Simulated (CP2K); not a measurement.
Crystal: Sb.

```
CELL_PARAMETERS angstrom
4.50666 0.00000 0.00000
2.44723 3.78432 0.00000
2.44723 1.33179 3.54223
ATOMIC_POSITIONS crystal
Sb 0.76651 0.76651 0.76651
Sb 0.23349 0.23349 0.23349
```

Program: CP2K 2026.2. Alike in all runs: no spin polarisation; cell as given; k mesh 8 × 8 × 8; smearing fermi-dirac 0.05 eV.

Question: Order these runs on this cell by their pressure, lowest first.
A. level PBEsol; potentials or basis POTENTIAL_UZH Sb GTH-PBE-q5; TZVP-MOLOPT-PBE-GTH basis; EPS_DEFAULT 1.0E-10; NGRIDS 4; basis sets Sb TZVP-MOLOPT-PBE-GTH-q5; potentials Sb GTH-PBE-q5 of POTENTIAL_UZH; CUTOFF of the grids 450 Ry
B. level r2SCAN; potentials or basis POTENTIAL_UZH Sb GTH-SCAN-q5; TZVP-MOLOPT-SCAN-GTH basis; EPS_DEFAULT 1.0E-9; NGRIDS 5; basis sets Sb TZVP-MOLOPT-SCAN-GTH-q5; potentials Sb GTH-SCAN-q5 of POTENTIAL_UZH; CUTOFF of the grids 675 Ry
C. level LDA; potentials or basis GTH_POTENTIALS Sb GTH-PADE-q5; TZVP-MOLOPT-PBE-GTH basis; EPS_DEFAULT 1.0E-9; NGRIDS 4; basis sets Sb TZVP-MOLOPT-PBE-GTH-q5; potentials Sb GTH-PADE-q5 of GTH_POTENTIALS; CUTOFF of the grids 450 Ry

Answer: C (-0.8 GPa), B (0.7 GPa), A (2.5 GPa).

Caveats: the basis of atomic orbitals isn't converged, which shifts pressures, moduli and gaps; the potentials were made for another functional, which shifts forces and pressure (some runs).

Not every run made on this cell is shown here.
